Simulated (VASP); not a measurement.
# Ge (P-1) in VASP: further runs, part 2 of 2

VASP 6.6.1.

### 3 Wannier functions by SCDM, PBE (a zone-boundary wave of random shape, sigma 0.15 Å)

Input file POSCAR:

```
Ge
1.0
    0.0000000000     -2.0983605200     -2.0983605200
    0.0000000000      2.0983605200     -2.0983605200
    4.1967210500      0.0000000000      0.0000000000
Ge
2
Direct
    0.5554013700      0.4948906800      0.5484903900
    0.9445986300      0.0051093200      0.9515096100
```

Input file INCAR.step1:

```
SYSTEM = Ge
ALGO = Normal
EDIFF = 1E-6
ENCUT = 520
GGA = PE
ISIF = 2
ISMEAR = 0
LASPH = .True.
LCHARG = .True.
LREAL = .False.
LWAVE = .True.
NELM = 80
PREC = Accurate
SIGMA = 0.02
```

Input file INCAR.step2:

```
SYSTEM = Ge
ALGO = Normal
EDIFF = 1E-6
ENCUT = 520
GGA = PE
ICHARG = 11
ISIF = 2
ISMEAR = 0
ISTART = 1
ISYM = -1
LASPH = .True.
LCHARG = .False.
LREAL = .False.
LSCDM = .True.
LWAVE = .False.
NELM = 80
NUM_WANN = 14
PREC = Accurate
SIGMA = 0.02
```

Input file KPOINTS:

```
k-points
0
Gamma
  5 5 3
  0 0 0
```

Input file KPOINTS_OPT:

```
path GXMGZRAZ,XR,MA
12
line-mode
reciprocal
 0.0000000000  0.0000000000  0.0000000000  G
 0.0000000000  0.5000000000  0.0000000000  X

 0.0000000000  0.5000000000  0.0000000000  X
 0.5000000000  0.5000000000  0.0000000000  M

 0.5000000000  0.5000000000  0.0000000000  M
 0.0000000000  0.0000000000  0.0000000000  G

 0.0000000000  0.0000000000  0.0000000000  G
 0.0000000000  0.0000000000  0.5000000000  Z

 0.0000000000  0.0000000000  0.5000000000  Z
 0.0000000000  0.5000000000  0.5000000000  R

 0.0000000000  0.5000000000  0.5000000000  R
 0.5000000000  0.5000000000  0.5000000000  A

 0.5000000000  0.5000000000  0.5000000000  A
 0.0000000000  0.0000000000  0.5000000000  Z

 0.0000000000  0.5000000000  0.0000000000  X
 0.0000000000  0.5000000000  0.5000000000  R

 0.5000000000  0.5000000000  0.0000000000  M
 0.5000000000  0.5000000000  0.5000000000  A
```

Input file KPOINTS_WAN:

```
path GXMGZRAZ,XR,MA
12
line-mode
reciprocal
 0.0000000000  0.0000000000  0.0000000000  G
 0.0000000000  0.5000000000  0.0000000000  X

 0.0000000000  0.5000000000  0.0000000000  X
 0.5000000000  0.5000000000  0.0000000000  M

 0.5000000000  0.5000000000  0.0000000000  M
 0.0000000000  0.0000000000  0.0000000000  G

 0.0000000000  0.0000000000  0.0000000000  G
 0.0000000000  0.0000000000  0.5000000000  Z

 0.0000000000  0.0000000000  0.5000000000  Z
 0.0000000000  0.5000000000  0.5000000000  R

 0.0000000000  0.5000000000  0.5000000000  R
 0.5000000000  0.5000000000  0.5000000000  A

 0.5000000000  0.5000000000  0.5000000000  A
 0.0000000000  0.0000000000  0.5000000000  Z

 0.0000000000  0.5000000000  0.0000000000  X
 0.0000000000  0.5000000000  0.5000000000  R

 0.5000000000  0.5000000000  0.0000000000  M
 0.5000000000  0.5000000000  0.5000000000  A
```

Potentials or basis: VASP PAW PBE potentials, release 64 (Ge_d).

On the command line:

```console
$ cat potpaw_PBE.64/Ge_d/POTCAR > POTCAR
$ cp INCAR.step1 INCAR
$ mpirun -np 1 vasp_std > vasp.out
$ cp INCAR.step2 INCAR
$ mpirun -np 1 vasp_std > vasp.out
```

OUTCAR:

```text
SYSTEM = Ge
   EDIFF = 1E-6
   ENCUT = 520
   GGA = PE
   ICHARG = 11
   ISIF = 2
   ISMEAR = 0
   ISTART = 1
   ISYM = -1
   LASPH = .True.
   LREAL = .False.
   NELM = 80
   PREC = Accurate

 ion  position               nearest neighbor table
   1  0.555  0.495  0.548-   2 2.51   2 2.55   2 2.87   2 2.90
   2  0.945  0.005  0.952-   1 2.51   1 2.55   1 2.87   1 2.90

IMPORTANT INFORMATION: All symmetrisations will be switched off!
NOSYMM: (Re-)initialisation of all symmetry stuff for point group C_1.

----------------------------------------------------------------------------------------

                                     Primitive cell

  volume of cell :      36.9573

  direct lattice vectors                    reciprocal lattice vectors
     0.000000000 -2.098360520 -2.098360520     0.000000000 -0.238281265 -0.238281265
     0.000000000  2.098360520 -2.098360520     0.000000000  0.238281265 -0.238281265
     4.196721050  0.000000000  0.000000000     0.238281265  0.000000000  0.000000000

  length of vectors
     2.967529906  2.967529906  4.196721050     0.336980597  0.336980597  0.238281265

  position of ions in fractional coordinates (direct lattice)
[... 127 lines left out ...]

 E-fermi :   7.4019     XC(G=0): -11.3251

 val. band max:        6.2806610224   @ k =  -0.2000  -0.2000   0.0000
 cond. band min:       7.4097586893   @ k =   0.4000  -0.4000  -0.3333
 fundamental gap:      1.1290976669
 Fermi energy:         7.4018600393

 k-point     1 :       0.0000    0.0000    0.0000
  band No.  band energies     occupation
      1     -17.8945      2.00000
      2     -17.8658      2.00000
      3     -17.8414      2.00000
      4     -17.8397      2.00000
      5     -17.7526      2.00000
      6     -17.7492      2.00000
[... 481 lines left out ...]
      5     -17.7819      2.00000
      6     -17.7268      2.00000
[... 10 lines left out ...]
     17      10.5554      0.00000
     18      11.4520      0.00000

 [... further k-points ...]

------------------------ aborting loop because EDIFF is reached ----------------------------------------

  FORCE on cell =-STRESS in cart. coord.  units (eV):
  Direction    XX          YY          ZZ          XY          YZ          ZX
  --------------------------------------------------------------------------------------
  -------------------------------------------------------------------------------------
  Total        1.5098150      2.3262158      2.2630848     -1.0408415     -0.1845084     -0.8274686
  in kB       65.4536704    100.8463709     98.1095066    -45.1226799     -7.9988289    -35.8725108
  external PRESSURE =      88.1365160 kB  Pullay stress =       0.0000000 kB

 VOLUME and BASIS-vectors are now :
 -----------------------------------------------------------------------------
  energy-cutoff  :      520.00
  volume of cell :       36.96
      direct lattice vectors                 reciprocal lattice vectors
     0.000000000 -2.098360520 -2.098360520     0.000000000 -0.238281265 -0.238281265
     0.000000000  2.098360520 -2.098360520     0.000000000  0.238281265 -0.238281265
     4.196721050  0.000000000  0.000000000     0.238281265  0.000000000  0.000000000

 POSITION                                       TOTAL-FORCE (eV/Angst)
 -----------------------------------------------------------------------------------
      2.30186     -0.12697     -2.20389        -1.378332      0.449361      0.351640
      3.99322     -1.97139     -1.99283         1.378332     -0.449361     -0.351640
 -----------------------------------------------------------------------------------
    total drift:                                0.000000     -0.000000      0.000000

  FREE ENERGIE OF THE ION-ELECTRON SYSTEM (eV)
  ---------------------------------------------------
  free  energy   TOTEN  =        -8.2831734873 eV

  energy  without entropy=       -8.2826837394  energy(sigma->0) =       -8.28292861
```

OSZICAR.step1:

```text
N       E                     dE             d eps       ncg     rms          rms(c)
DAV:   1     0.148391660520E+03    0.14839E+03   -0.14066E+04  1426   0.438E+03
DAV:   2     0.872407320774E+01   -0.13967E+03   -0.13752E+03  1368   0.518E+02
DAV:   3    -0.788080889770E+01   -0.16605E+02   -0.16470E+02  1524   0.133E+02
DAV:   4    -0.832544740648E+01   -0.44464E+00   -0.44410E+00  1570   0.256E+01
DAV:   5    -0.833191176846E+01   -0.64644E-02   -0.64639E-02  1508   0.311E+00    0.209E+00
DAV:   6    -0.829639086356E+01    0.35521E-01   -0.37694E-02  1720   0.246E+00    0.118E+00
DAV:   7    -0.828357539843E+01    0.12815E-01   -0.34026E-02  1680   0.200E+00    0.171E-01
DAV:   8    -0.828314340000E+01    0.43200E-03   -0.59800E-03  1594   0.100E+00    0.420E-02
DAV:   9    -0.828313787627E+01    0.55237E-05   -0.44854E-04  1666   0.308E-01    0.302E-02
DAV:  10    -0.828313807356E+01   -0.19729E-06   -0.41183E-05  1630   0.889E-02    0.581E-03
DAV:  11    -0.828313951818E+01   -0.14446E-05   -0.60313E-06  1600   0.366E-02    0.196E-03
DAV:  12    -0.828313911256E+01    0.40563E-06   -0.66293E-07   726   0.109E-02
   1 F= -.82831391E+01 E0= -.82828942E+01  d E =-.489851E-03
```

Wall time 41 s (1 thread of Intel Xeon Platinum 8488C (Sapphire Rapids), shared host); peak memory 0.18 GiB.

Results:

| Quantity | Value |
| --- | --- |
| Band gap along the path | none (metal or under the smearing width) |

Levels at the corners of the path, in eV from the Fermi level:
| point | band 10 | band 11 | band 12 | band 13 | band 14 | band 15 | band 16 | band 17 | band 18 |
| --- | --- | --- | --- | --- | --- | --- | --- | --- | --- |
| Γ | -25.02 | -14.21 | -5.77 | -4.43 | 1.78 | 2.19 | 4.78 | 5.80 | 9.12 |
| X | -25.05 | -10.03 | -9.86 | -1.51 | -1.49 | 0.53 | 0.67 | 5.81 | 5.96 |
| X | -25.05 | -10.03 | -9.86 | -1.51 | -1.49 | 0.53 | 0.67 | 5.81 | 5.96 |
| M | -25.05 | -6.70 | -6.54 | -4.71 | -4.57 | 1.78 | 1.78 | 2.75 | 2.85 |
| M | -25.05 | -6.70 | -6.54 | -4.71 | -4.57 | 1.78 | 1.78 | 2.75 | 2.85 |
| Γ | -25.02 | -14.21 | -5.77 | -4.43 | 1.78 | 2.19 | 4.78 | 5.80 | 9.12 |
| Γ | -25.02 | -14.21 | -5.77 | -4.43 | 1.78 | 2.19 | 4.78 | 5.80 | 9.12 |
| Z | -25.03 | -13.20 | -10.21 | 2.49 | 2.78 | 3.66 | 4.09 | 5.90 | 6.10 |
| Z | -25.03 | -13.20 | -10.21 | 2.49 | 2.78 | 3.66 | 4.09 | 5.90 | 6.10 |
| R | -25.05 | -9.13 | -8.97 | -5.57 | -5.46 | 6.21 | 6.30 | 7.12 | 7.25 |
| R | -25.05 | -9.13 | -8.97 | -5.57 | -5.46 | 6.21 | 6.30 | 7.12 | 7.25 |
| A | -25.07 | -5.96 | -5.84 | -3.91 | -3.84 | -1.72 | -1.56 | 0.10 | 0.22 |
| A | -25.07 | -5.96 | -5.84 | -3.91 | -3.84 | -1.72 | -1.56 | 0.10 | 0.22 |
| Z | -25.03 | -13.20 | -10.21 | 2.49 | 2.78 | 3.66 | 4.09 | 5.90 | 6.10 |
| X | -25.05 | -10.03 | -9.86 | -1.51 | -1.49 | 0.53 | 0.67 | 5.81 | 5.96 |
| R | -25.05 | -9.13 | -8.97 | -5.57 | -5.46 | 6.21 | 6.30 | 7.12 | 7.25 |
| M | -25.05 | -6.70 | -6.54 | -4.71 | -4.57 | 1.78 | 1.78 | 2.75 | 2.85 |
| A | -25.07 | -5.96 | -5.84 | -3.91 | -3.84 | -1.72 | -1.56 | 0.10 | 0.22 |

Caveat: the k mesh is coarse (spacing up to 0.50 Å⁻¹), so the values aren't converged.
